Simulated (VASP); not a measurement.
The system is TiO.

```
Ti O
1.0
     3.00943    0.00000    0.00000
    -1.50472    2.60625    0.00000
     0.00000    0.00000    2.93706
Ti O
1 1
Direct
  0.00000 0.00000 0.00000
  0.66667 0.33333 0.50000
```

The cell comes from a database or a generator and needn't be the stable form of this composition.

Base run:

| Property | Result |
| --- | --- |
| Program | VASP 6.6.1 |
| Functional | PBEsol |
| Potentials or basis | VASP PAW PBE potentials, release 64 (Ti_sv, O) |
| Cutoff | 520 eV |
| k mesh | 7 × 7 × 6 |
| Occupations | gaussian, width 0.05 eV |
| Spin | collinear spin, zero start |
| Starting moments | [0.0, 0.0] μB |
| Hubbard terms | Ti d U = 4 eV |

Its results: band gap on the k mesh none (metal or under the smearing width); pressure -25.4 GPa; net moment 0.00 μB per cell.

Problem. The run is repeated on the same cell with these changes: functional from PBEsol to LDA; potentials or basis from VASP PAW PBE potentials, release 64 (Ti_sv, O) to VASP PAW LDA potentials, release 64 (Ti_sv, O). What comes out?

Solution. Band gap on the k mesh none (metal or under the smearing width); pressure -31.0 GPa; net moment 0.00 μB per cell.

Caveats: the PAW data sets were made with another functional, which shifts forces and pressure a little (some runs); a pressure of tens of GPa on the cell as given is suspect, and the run, the potentials or the cell itself is likely at fault (some runs).
